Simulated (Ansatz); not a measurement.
# MnS (Cmc2_1): equation of state

An exercise on one series of results from a longer session: the logs are not shown, and one member is left open.

The COD entry's cell or inner coordinates are ideal or old and differ from later refinements, so a difference from it is no clean test against experiment.

Computed with Ansatz 0.2.0 (DFT PBE+U (U_eff = 3.9 eV on Mn 3d), scalar-relativistic, plane waves, PAW, unless a step's input says otherwise).

These runs use a low cutoff (300 eV) and a coarse mesh on purpose, to show what cheap settings give: their numbers aren't properties of the material.

### The starting structure

It takes space group Cmc2_1 (No. 36, orthorhombic). The conventional cell has a = 4.056 Å, b = 6.979 Å, c = 6.568 Å, α = 90.00°, β = 90.00°, γ = 90.00°. Mn (site symmetry m) has 4 S at 2.47 Å as nearest neighbours. Around S (site symmetry m) lie 4 Mn at 2.47 Å.

Coordinates:

```
CELL_PARAMETERS angstrom
-4.05564 0.00000 0.00000
0.00000 0.00000 -6.56836
0.00000 -6.97925 0.00000
ATOMIC_POSITIONS crystal
Mn 0.00000 0.99581 0.66881
Mn 0.50000 0.49581 0.83119
S 0.00000 0.61919 0.66514
S 0.50000 0.11919 0.83486
Mn 0.50000 0.99581 0.16881
Mn 0.00000 0.49581 0.33119
S 0.50000 0.61919 0.16514
S 0.00000 0.11919 0.33486
```

An earlier run at PBE+U (U_eff = 3.9 eV on Mn 3d) left this cell at 23.240 Å³/atom and -0.03 GPa (4×2×2 mesh). The large moments point both ways and cancel.

Volume factors to run: 0.980, 1.020, 0.960, 1.040.

The first run:

input.yaml reads:

```yaml
crystal:
  lattice:
    - [-4.0284206982, 0.0, 0.0]
    - [0.0, 0.0, -6.5242745997]
    - [0.0, -6.9324082076, 0.0]
  atoms:
    - { symbol: Mn, position: [0.0, -0.004192595, -0.3311917048], spin: 4.78 }
    - { symbol: Mn, position: [-0.5, -0.5041925979, -0.1688082968], spin: -4.78 }
    - { symbol: S, position: [0.0, -0.3808074026, -0.3348618431] }
    - { symbol: S, position: [-0.5, -0.8808074045, -0.1651381487] }
    - { symbol: Mn, position: [0.5, -0.0041925979, 0.1688082968], spin: -4.78 }
    - { symbol: Mn, position: [0.0, -0.504192595, 0.3311917048], spin: 4.78 }
    - { symbol: S, position: [0.5, -0.3808074045, 0.1651381487] }
    - { symbol: S, position: [0.0, -0.8808074026, 0.3348618431] }
basis:
  ecutwfc: 300
  ecutrho_ratio: 4
kpoints:
  mp_grid: { grid: [4, 2, 2] }
hamiltonian:
  xc: pbe
  hubbard:
    sites:
      - { species: Mn, l: d, u_eff: 3.9, starting_ns: start.occupation_matrices }
    ns_hold: { iters: 6 }
scf:
  occupations: { method: gaussian, width: 0.05 }
  lower_state_search: "off"
output:
  forces: true
  stress: true
  eigenvalues: true
  populations: true
magnetization:
  spin_polarized: true
relax:
  f_tol: 0.01
  max_steps: 40
  cell: { stress_tol: 0.1, fix: [volume] }
```

The open shells start from the occupation matrices of the run at the neighbouring geometry (file start.occupation_matrices).

Launch:

```bash
$ ansatz run input.yaml --threads 1 --pin off --max-ram 2560MiB --backend cpu --events-out ev --progress --plain --runs-dir out
```

Steps of the session up to this table: Scaling the volume by 0.980; At 1.020 of the relaxed volume; Scaling the volume by 0.960; Scaling the volume by 1.040.

One table of the session follows, with a row left open; its other results are not shown here.

It belongs to the step «Energy and pressure against volume». 

| volume (Å³/atom) | energy (meV/atom) | pressure (GPa) | gap (eV) | moment of atom 1 (μB) |
| --- | --- | --- | --- | --- |
| 22.310 | 7.49 | 2.39 | 2.85 | 4.30 |
| 22.775 | ? | ? | ? | ? |
| 23.240 | 0.00 | -0.03 | 2.72 | 4.35 |
| 23.705 | 1.10 | -1.10 | 2.66 | 4.37 |
| 24.170 | 7.73 | -2.06 | 2.60 | 4.39 |

Estimate the missing values for volume (Å³/atom) = 22.775.

Worked estimate for «energy (meV/atom)». A straight line through the neighbours (22.310, 7.49) and (23.240, 0.00) gives 7.49 + (0.00 − 7.49) × (22.775 − 22.310) / (23.240 − 22.310) = 3.75; a parabola fitted to 3 rows on both sides gives 2.13.

As computed: energy (meV/atom): 1.34; pressure (GPa): 1.11; gap (eV): 2.78; moment of atom 1 (μB): 4.32. In «energy (meV/atom)» the line misses by +2.41 and the parabola by +0.79.

Caveats from the session: Warnings in the runs' records: cutoff below recommended, anti translation declined, stability check not made.
